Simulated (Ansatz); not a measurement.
## Calibrating PBE0-D4/def2-TZVPP on N-containing molecules

The atomisation enthalpy at 298 K in kJ/mol of 6 N-containing molecules: x at PBE0-D4/def2-TZVPP, y from tabulated heats of molecules and atoms (CRC Handbook of Chemistry and Physics). Shapes, held fixed at every level: PBE0-D4/def2-TZVP. Flexible molecules stand in one conformer, not always the lowest. Computed values hold a harmonic thermal term (PBE0-D4/def2-TZVP) and the atoms' spin-orbit lowering. Programs: Ansatz 0.2.0.

```
                molecule  x (kJ/mol)  y (kJ/mol)
      C2H5NO (acetamide)        3504        3484
       C3H4N2 (pyrazole)        3863        3788
C4H7N (isobutyronitrile)        4865           ?
     C4H9N (pyrrolidine)        5352        5306
 C5H7N (3-methylpyrrole)        5590        5513
   C6H8N2 (adiponitrile)        6896        6841
```

Question: Fit y = c + s·x to the known rows and predict y for C4H7N.

Answer: 
1. Means of the 5 rows: x = 5041.00, y = 4986.4.
2. Σ(Δx)² = 7589200, Σ(Δx·Δy) = 7549686, so the slope is 7549686/7589200 = 0.99479.
3. Intercept: 4986.4 − (0.99479) × 5041.00 = -28.3. The largest residual of the fit is 27.
4. C4H7N: -28.3 + 0.99479 × 4865 = 4811 kJ/mol.

The tabulated heats give 4843 kJ/mol, so the prediction is off by -32 kJ/mol, about the largest residual. Uncorrected, PBE0-D4/def2-TZVPP misses it by +22 kJ/mol, and the other rows by 55 on average. The line makes this one worse. Left out in turn, the other rows are missed by 33 kJ/mol on average.

PBE0 overbinds all six molecules, but the excess follows the type of bonding more than the size of the molecule. It is largest in the two aromatic rings, pyrazole and 3-methylpyrrole, although their atomisation enthalpies are far apart, and smallest in acetamide. The likely reason is an incomplete cancellation of exchange-correlation errors between the separated open-shell atoms and the molecule, where electron pairs are shared in σ bonds and delocalised π systems. Exact exchange reduces the overbinding of the parent PBE functional without balancing every bonding environment equally.

A line in the total atomisation enthalpy cannot see these differences. With a slope of 0.99479 it acts mostly as a common downward shift, weighted towards the strongly overbound aromatic rings, and so overcorrects isobutyronitrile. Adiponitrile, with two nitrile groups, has a larger error than isobutyronitrile with one, which suggests that a correction by bond or group would transfer better. The near-unit slope therefore supports no claim of uniform accuracy across nitrogen chemistry.
